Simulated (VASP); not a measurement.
# P (Pm-3m) in VASP: further runs

One crystal, P, is run at these levels: PBE; tasks: single point, relaxation of cell and atoms.

Everything below comes from runs of VASP 6.6.1. Logs are shortened: lines on timing, memory, paths and dates and some standing lists are left out, and cuts for length are marked.

## Step 1: The undisturbed crystal

Symmetry: Pm-3m, No. 221, cubic system. The conventional cell has a = 2.444 Å, b = 2.444 Å, c = 2.444 Å, α = 90.00°, β = 90.00°, γ = 90.00°. Around P (site symmetry m-3m) lie 6 P at 2.44 Å.

The cell was built by a generator and needn't be a form met in nature.

## Step 2: Single point, PBE (random cell by space group and Wyckoff sites (P4/mmm, No. 123))

Contents of INCAR:

```
SYSTEM = P
PREC     = Accurate       ! precision mode
ENCUT    = 520            ! plane-wave cutoff, eV
EDIFF    = 1E-7           ! SCF threshold, eV
ISMEAR   = 0              ! smearing method
SIGMA    = 0.1            ! smearing width, eV
LREAL    = .False.        ! projectors in reciprocal space
LASPH    = .True.         ! aspherical terms in the spheres
NELM     = 60             ! most SCF steps
ALGO     = Fast           ! electronic algorithm
ISIF     = 2              ! what is computed and relaxed
LWAVE    = .False.        ! write WAVECAR
LCHARG   = .False.        ! write CHGCAR
GGA      = PE             ! functional
NBANDS   = 8              ! bands
```

Contents of KPOINTS:

```
regular mesh
0
Gamma
  22 22 22
  0 0 0
```

Contents of POSCAR:

```
P
1.0
    2.4443079142      0.0000000000      0.0000000000
    0.0000000000      2.4443079142      0.0000000000
    0.0000000000      0.0000000000      2.4443079142
P
1
Direct
    0.0000000000      0.0000000000      0.0000000000
```

Potentials or basis: VASP PAW PBE potentials, release 64 (P).

Launch:

```sh
$ cat potpaw_PBE.64/P/POTCAR > POTCAR
$ mpirun -np 1 vasp_std > vasp.out
```

OUTCAR:

```text
SYSTEM = P
   PREC = Accurate
   ENCUT = 520
   EDIFF = 1E-7
   ISMEAR = 0
   LREAL = .False.
   LASPH = .True.
   NELM = 60
   ISIF = 2
   GGA = PE

 ion  position               nearest neighbor table
   1  0.000  0.000  0.000-

  LATTYP: Found a simple cubic cell.
 ALAT       =     2.4443079142

  Lattice vectors:

 A1 = (   2.4443079142,   0.0000000000,   0.0000000000)
 A2 = (   0.0000000000,   2.4443079142,   0.0000000000)
 A3 = (   0.0000000000,   0.0000000000,   2.4443079142)

Analysis of symmetry for initial positions (statically):
=====================================================================
 Subroutine PRICEL returns:
 Original cell was already a primitive cell.

 Routine SETGRP: Setting up the symmetry group for a
 simple cubic supercell.

 Subroutine GETGRP returns: Found 48 space group operations
 (whereof 48 operations were pure point group operations)
 out of a pool of 48 trial point group operations.

The static configuration has the point symmetry O_h .

Analysis of symmetry for dynamics (positions and initial velocities):
=====================================================================
 Subroutine PRICEL returns:
 Original cell was already a primitive cell.

 Routine SETGRP: Setting up the symmetry group for a
 simple cubic supercell.

 Subroutine GETGRP returns: Found 48 space group operations
 (whereof 48 operations were pure point group operations)
 out of a pool of 48 trial point group operations.

The dynamic configuration has the point symmetry O_h .

 Subroutine INISYM returns: Found 48 space group operations
 (whereof 48 operations are pure point group operations),
 and found     1 'primitive' translations

----------------------------------------------------------------------------------------

                                     Primitive cell

  volume of cell :      14.6039

  direct lattice vectors                    reciprocal lattice vectors
     2.444307914  0.000000000  0.000000000     0.409113759  0.000000000  0.000000000
     0.000000000  2.444307914  0.000000000     0.000000000  0.409113759  0.000000000
     0.000000000  0.000000000  2.444307914     0.000000000  0.000000000  0.409113759

  length of vectors
     2.444307914  2.444307914  2.444307914     0.409113759  0.409113759  0.409113759

  position of ions in fractional coordinates (direct lattice)
     0.000000000  0.000000000  0.000000000

  ion indices of the primitive-cell ions
   primitive index   ion index
                 1           1

----------------------------------------------------------------------------------------

 KPOINTS: regular mesh

Automatic generation of k-mesh.
 Grid dimensions read from file:
 generate k-points for:   22   22   22

 Generating k-lattice:

  Cartesian coordinates                     Fractional coordinates (reciprocal lattice)
     0.018596080  0.000000000  0.000000000     0.045454545  0.000000000  0.000000000
     0.000000000  0.018596080  0.000000000     0.000000000  0.045454545  0.000000000
     0.000000000  0.000000000  0.018596080     0.000000000  0.000000000  0.045454545

  Length of vectors
     0.018596080  0.018596080  0.018596080

  Shift w.r.t. Gamma in fractional coordinates (k-lattice)
     0.000000000  0.000000000  0.000000000

 Subroutine IBZKPT returns following result:
 ===========================================

 Found    364 irreducible k-points:

 Following reciprocal coordinates:
            Coordinates               Weight
  0.000000  0.000000  0.000000      1.000000
  0.045455  0.000000  0.000000      6.000000
  0.090909  0.000000  0.000000      6.000000
  0.136364  0.000000  0.000000      6.000000
  0.181818  0.000000  0.000000      6.000000
  0.227273  0.000000  0.000000      6.000000
[... 16 lines left out ...]
  0.500000  0.045455  0.000000     12.000000
  0.090909  0.090909  0.000000     12.000000
 [... further k-points ...]
   k-points           NKPTS =    364   k-points in BZ     NKDIM =    364   number of bands    NBANDS=      8
   number of dos      NEDOS =    301   number of ions     NIONS =      1
   total plane-waves  NPLWV =   5832
   dimension x,y,z NGX =    18 NGY =   18 NGZ =   18
   dimension x,y,z NGXF=    36 NGYF=   36 NGZF=   36
   ions per type =               1
   NGX,Y,Z   is equivalent  to a cutoff of  12.24, 12.24, 12.24 a.u.
   NGXF,Y,Z  is equivalent  to a cutoff of  24.48, 24.48, 24.48 a.u.
 SYSTEM =  P
   PREC   = accura    normal or accurate (medium, high low for compatibility)
   ISTART =      0    job   : 0-new  1-cont  2-samecut
   ICHARG =      2    charge: 1-file 2-atom 10-const
   ISPIN  =      1    spin polarized calculation?
   LNONCOLLINEAR =      F non collinear calculations
   LSORBIT =      F    spin-orbit coupling
   LASPH  =      T    aspherical Exc in radial PAW
   ENCUT  =  520.0 eV  38.22 Ry    6.18 a.u.   4.54  4.54  4.54*2*pi/ulx,y,z
   NELM   =     60;   NELMIN=  2; NELMDL= -5     # of ELM steps
   EDIFF  = 0.1E-06   stopping-criterion for ELM
   LREAL  =      F    real-space projection
   EDIFFG = 0.1E-05   stopping-criterion for IOM
   NSW    =      0    number of steps for IOM
   IBRION =     -1    ionic relax: 0-MD 1-quasi-New 2-CG
   NFREE  =      0    steps in history (QN), initial steepest desc. (CG)
   ISIF   =      2    stress and relaxation
   ISYM   =      2    0-nonsym 1-usesym 2-fastsym
   POTIM  = 0.5000    time-step for ionic-motion
   TEBEG  =    0.0;   TEEND  =   0.0 temperature during run
   PSTRESS=    0.0 pullay stress
   NELECT =       5.0000    total number of electrons
   NUPDOWN=      -1.0000    fix difference up-down
   EMIN   =  10.00;   EMAX   =-10.00  energy-range for DOS
   EFERMI =   0.00;   METHOD = LEGACY
   ISMEAR =     0;   SIGMA  =   0.10  broadening in eV -4-tet -1-fermi 0-gaus
   EFERMI_NEDOS =   21; number of points for ismear=-14 and -15
   IALGO  =     68    algorithm
   IMIX   =      4    mixing-type and parameters
     AMIX     =   0.40;   BMIX     =  1.00
     AMIX_MAG =   1.60;   BMIX_MAG =  1.00
  volume/ion in A,a.u.               =      14.60        98.55
  Fermi-wavevector in a.u.,A,eV,Ry     =   1.145273  2.164252 17.846076  1.311650
  Thomas-Fermi vector in A             =   2.281962
   LORBIT       =      0    0 simple, 1 ext, 2 COOP (PROOUT), +10 PAW based schemes
   GGA     = PE    functional components
   LHFCALC =     F    Hartree Fock is set to
   AEXX    =    0.0000 exact exchange contribution
   IVDW    =     0    specifies the selected vdW correction
   LEPSILON=     F    determine dielectric tensor
   LRPA    =     F    only Hartree local field effects (RPA)
 non-spin polarized calculation
 RMM-DIIS sequential band-by-band and
 Gauss-broadening in eV      SIGMA  =   0.10
  energy-cutoff  :      520.00
  volume of cell :       14.60
 maximum number of plane-waves:       406
   NGX =  9   NGY =  9   NGZ =  9

 number of electron       4.9999999 magnetization

 Free energy of the ion-electron system (eV)
  ---------------------------------------------------
  ext. energy  EPLUGINS =         0.00000000
  ---------------------------------------------------
  free energy    TOTEN  =        -5.27565064 eV

  energy without entropy =       -5.27446821  energy(sigma->0) =       -5.27505942

 E-fermi :   9.5634     XC(G=0): -11.2660

 val. band max:        9.5387390399   @ k =   0.4545   0.2727   0.2727
 cond. band min:       9.6141989609   @ k =   0.3182   0.2273   0.1364
 fundamental gap:      0.0754599210
 Fermi energy:         9.5633994349

 k-point     1 :       0.0000    0.0000    0.0000
  band No.  band energies     occupation
      1      -6.8696      2.00000
      2      14.6026      0.00000
      3      14.6026      0.00000
      4      14.6026      0.00000
      5      16.4095      0.00000
      6      16.4095      0.00000
      7      23.8483      0.00000
      8      33.9858      0.00000

 k-point     2 :       0.0455    0.0000    0.0000
  band No.  band energies     occupation
      1      -6.8225      2.00000
      2      13.5883      0.00000
      3      14.6396      0.00000
      4      14.6396      0.00000
      5      16.4471      0.00000
      6      17.3679      0.00000
      7      24.0089      0.00000
      8      33.6111      0.00000

 k-point     3 :       0.0909    0.0000    0.0000
  band No.  band energies     occupation
      1      -6.6816      2.00000
      2      12.0053      0.00000
      3      14.7502      0.00000
      4      14.7502      0.00000
      5      16.5588      0.00000
      6      18.7581      0.00000
      7      24.5108      0.00000
      8      32.6617      0.00000

 k-point     4 :       0.1364    0.0000    0.0000
  band No.  band energies     occupation
      1      -6.4476      2.00000
      2      10.3837      0.00000
      3      14.9325      0.00000
      4      14.9325      0.00000
      5      16.7416      0.00000
      6      20.0002      0.00000
      7      25.3841      0.00000
      8      31.4371      0.00000

 k-point     5 :       0.1818    0.0000    0.0000
  band No.  band energies     occupation
      1      -6.1224      2.00000
      2       8.7951      2.00000
      3      15.1827      0.00000
      4      15.1827      0.00000
      5      16.9897      0.00000
      6      21.0225      0.00000
      7      26.5843      0.00000
      8      30.1233      0.00000
[... 177 lines left out ...]
 k-point    22 :       0.4545    0.0455    0.0000
  band No.  band energies     occupation
      1      -2.7630      2.00000
      2       1.3402      2.00000
      3      16.4308      0.00000
      4      17.3423      0.00000
      5      19.6570      0.00000
      6      23.1753      0.00000
      7      24.1766      0.00000
      8      26.3691      0.00000

 k-point    23 :       0.5000    0.0455    0.0000
  band No.  band energies     occupation
      1      -2.5170      2.00000
      2       1.0054      2.00000
      3      16.5328      0.00000
      4      17.4433      0.00000
      5      19.7411      0.00000
      6      23.0051      0.00000
      7      23.9909      0.00000
      8      26.9000      0.00000

 k-point    24 :       0.0909    0.0909    0.0000
  band No.  band energies     occupation
      1      -6.4936      2.00000
      2      11.7496      0.00000
      3      12.6796      0.00000
      4      14.8976      0.00000
      5      17.8942      0.00000
      6      19.9303      0.00000
      7      24.9936      0.00000
      8      31.2466      0.00000

 [... further k-points ...]

------------------------ aborting loop because EDIFF is reached ----------------------------------------

  FORCE on cell =-STRESS in cart. coord.  units (eV):
  Direction    XX          YY          ZZ          XY          YZ          ZX
  --------------------------------------------------------------------------------------
  -------------------------------------------------------------------------------------
  Total       -0.0229038     -0.0229038     -0.0229038     -0.0000000     -0.0000000      0.0000000
  in kB       -2.5127554     -2.5127554     -2.5127554     -0.0000000     -0.0000000      0.0000000
  external PRESSURE =      -2.5127554 kB  Pullay stress =       0.0000000 kB

 VOLUME and BASIS-vectors are now :
 -----------------------------------------------------------------------------
  energy-cutoff  :      520.00
  volume of cell :       14.60
      direct lattice vectors                 reciprocal lattice vectors
     2.444307914  0.000000000  0.000000000     0.409113759  0.000000000  0.000000000
     0.000000000  2.444307914  0.000000000     0.000000000  0.409113759  0.000000000
     0.000000000  0.000000000  2.444307914     0.000000000  0.000000000  0.409113759

 POSITION                                       TOTAL-FORCE (eV/Angst)
 -----------------------------------------------------------------------------------
      0.00000      0.00000      0.00000         0.000000      0.000000      0.000000
 -----------------------------------------------------------------------------------
    total drift:                                0.000000      0.000000      0.000000

  FREE ENERGIE OF THE ION-ELECTRON SYSTEM (eV)
  ---------------------------------------------------
  free  energy   TOTEN  =        -5.2756506386 eV

  energy  without entropy=       -5.2744682086  energy(sigma->0) =       -5.27505942
```

Wall time 16 s (1 thread of Intel Xeon Platinum 8559C (Emerald Rapids), shared host); peak memory 0.14 GiB.

Results:

| Item | Value |
| --- | --- |
| Free energy | -5.2757 eV |
| Pressure | -0.3 GPa |
| Band gap on the k mesh | none (metal or under the smearing width) |

## Step 3: Relaxation of cell and atoms, PBE (random cell by space group and Wyckoff sites (P4/mmm, No. 123))

Contents of INCAR:

```
PREC = Accurate
ENCUT = 600
EDIFF = 1E-6
ISMEAR = 0
SIGMA = 0.1
LREAL = False
LASPH = True
NELM = 80
ALGO = Normal
ISIF = 3
LWAVE = False
LCHARG = False
GGA = PE
IBRION = 2
NSW = 100
EDIFFG = -0.01
```

Contents of KPOINTS:

```
regular mesh
0
Gamma
  22 22 22
```

POSCAR is that of step 2.

Potentials or basis: VASP PAW PBE potentials, release 64 (P).

Launch:

```sh
$ cat potpaw_PBE.64/P/POTCAR > POTCAR
$ mpirun -np 1 vasp_std > vasp.out
```

Wall time 21 s (1 thread of Intel Xeon Platinum 8559C (Emerald Rapids), shared host); peak memory 0.14 GiB.

It converged, with:

* Free energy: -5.2759 eV
* Relaxed volume: 14.58 Å³/atom
* Relaxed cell: a = 2.443 Å, b = 2.443 Å, c = 2.443 Å, α = 90.00°, β = 90.00°, γ = 90.00°
* Space group after relaxing (to 0.05 Å): Pm-3m (No. 221)
* Energy gained by relaxing: 0.0 meV/atom
* Ionic steps: 3
* Pressure after relaxing: 0.0 GPa
* Band gap on the k mesh: none (metal or under the smearing width)

Final structure:
```
P
1.0
     2.44272    0.00000    0.00000
     0.00000    2.44272    0.00000
     0.00000    0.00000    2.44272
P
1
Direct
  0.00000 0.00000 0.00000
```

Levels at points of the mesh, in eV from the Fermi level:
| k point | band 1 | band 2 | band 3 | band 4 | band 5 | band 6 |
| --- | --- | --- | --- | --- | --- | --- |
| (0.00, 0.00, 0.00) | -16.45 | 5.05 | 5.05 | 5.05 | 6.84 | 6.84 |
| (0.50, 0.00, 0.00) | -12.14 | -8.62 | 7.86 | 7.86 | 9.40 | 14.40 |
| (0.50, 0.50, 0.00) | -7.46 | -5.23 | -5.23 | 1.04 | 10.47 | 16.92 |
| (0.50, 0.50, 0.50) | -2.15 | -2.15 | -2.15 | -1.64 | 4.72 | 4.72 |
